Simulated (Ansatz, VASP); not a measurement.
**Two plane-wave programs on Ta**

```
Ta
1.0
     2.85710    0.00000    0.00000
     0.00000    3.01659    0.00000
     0.00000    0.00000    4.06733
Ta
1
Direct
  0.50000 0.00000 0.50000
```

Alike in both runs: task single point; functional PBE; k mesh 6 × 6 × 4; occupations gaussian, width 0.1 eV; no spin polarisation.

|  | VASP | Ansatz |
| --- | --- | --- |
| version | VASP 6.6.1 | Ansatz 0.2.0 |
| potentials or method | VASP PAW PBE potentials, release 64 (Ta_pv) | scalar-relativistic, plane waves, PAW |
| plane-wave cutoff (eV) | 520 | 420 |
| valence electrons in the cell | 11 | 13 |

|  | VASP | Ansatz | Ansatz less VASP |
| --- | --- | --- | --- |
| gap on the k mesh at the Fermi level (eV) | none | none | - |
| pressure (GPa) | -19.8 | -19.8 | +0.02 |
| largest component of the traceless stress (GPa) | 4.69 | 4.68 | -0.016 |

A gap of «none» marks a metal or a gap that the smearing closes. The functional is the same, so the differences come from potentials, cutoffs and numerics. The two sets of potentials don't hold the same shells in valence.

Caveats: the k mesh is coarse (spacing up to 0.39 Å⁻¹), so the values aren't converged; so large a pressure means that the cell lies far from this level's equilibrium, or that cutoff or potentials fall short (VASP). Spin-orbit coupling is left out, which matters for the levels of Ta.
